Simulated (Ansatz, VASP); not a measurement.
**As in VASP and in Ansatz**

Contents of INCAR:

```
PREC     = Accurate       # precision mode
ENCUT    = 600            # plane-wave cutoff, eV
EDIFF    = 1E-6           # SCF threshold, eV
ISMEAR   = -1             # smearing method
SIGMA    = 0.1            # smearing width, eV
LREAL    = F              # projectors in reciprocal space
LASPH    = T              # aspherical terms in the spheres
NELM     = 100            # most SCF steps
ALGO     = Normal         # electronic algorithm
ISIF     = 3              # what is computed and relaxed
LWAVE    = F              # write WAVECAR
LCHARG   = F              # write CHGCAR
GGA      = PS             # functional
IBRION   = 2              # ionic algorithm
NSW      = 80             # ionic steps
EDIFFG   = -0.01          # ionic threshold
```

KPOINTS

```
regular mesh
0
Gamma
  8 8 11
```

File POSCAR:

```
As
1.0
    4.6939060714      0.0000000000      0.0000000000
   -2.3469530357      4.0650419008      0.0000000000
    0.0000000000      0.0000000000      2.8773644218
As
3
Direct
    0.0000000000      0.0000000000      0.0000000000
    0.3333333333      0.6666666667      0.5000000000
    0.6666666667      0.3333333333      0.5000000000
```

Input for Ansatz:

```yaml
crystal:
  lattice:
    - [4.6939060714, 0.0, 0.0]
    - [-2.3469530357, 4.0650419008, 0.0]
    - [0.0, 0.0, 2.8773644218]
  atoms:
    - { symbol: As, position: [0.0, 0.0, 0.0] }
    - { symbol: As, position: [0.3333333333, 0.6666666667, 0.5] }
    - { symbol: As, position: [0.6666666667, 0.3333333333, 0.5] }
hamiltonian:
  xc: pbesol
  pseudopotentials:
    kind: paw
    azcp:
      As: "pseudopotentials/As.paw.azcp"
basis:
  ecutwfc: 420
  fft_grid_basis: typed
kpoints:
  mp_grid: { grid: [8, 8, 11], shift: [0, 0, 0] }
magnetization:
  spin_polarized: false
scf:
  occupations: { method: fermi_dirac, width: 0.1 }
relax:
  max_steps: 60
  f_tol: 0.01
  cell: {}
output:
  write_density: true
  write_potential: true
  elf: true
  volumetric_format: npy
```

The cell was built by a generator and needn't be a form met in nature.

Alike in both runs: task relaxation of cell and atoms; functional PBEsol; k mesh 8 × 8 × 11; occupations fermi-dirac, width 0.1 eV; no spin polarisation.

|  | VASP | Ansatz |
| --- | --- | --- |
| version | VASP 6.6.1 | Ansatz 0.2.0 |
| potentials or method | VASP PAW PBE potentials, release 64 (As) | plane waves (420 eV) with PAW, scalar-relativistic |
| plane-wave cutoff (eV) | 600 | 420 |
| valence electrons in the cell | 15 | 45 |

Ansatz gave:

```
relaxed volume (Å³/atom)                                     : 18.33
relaxed cell length with the largest relative difference (Å) : 4.777
energy change over the relaxation (meV/atom)                 : -15
```

Task: What did VASP give for the same quantities?

Result: Relaxed volume (Å³/atom): 18.38; relaxed cell length with the largest relative difference (Å): 4.782; energy change over the relaxation (meV/atom): -16.

The two sets of potentials don't hold the same shells in valence. Ansatz warned: «pseudo_functional_mismatch».

Caveats: the PAW data sets were made with another functional, which shifts forces and pressure a little (VASP).
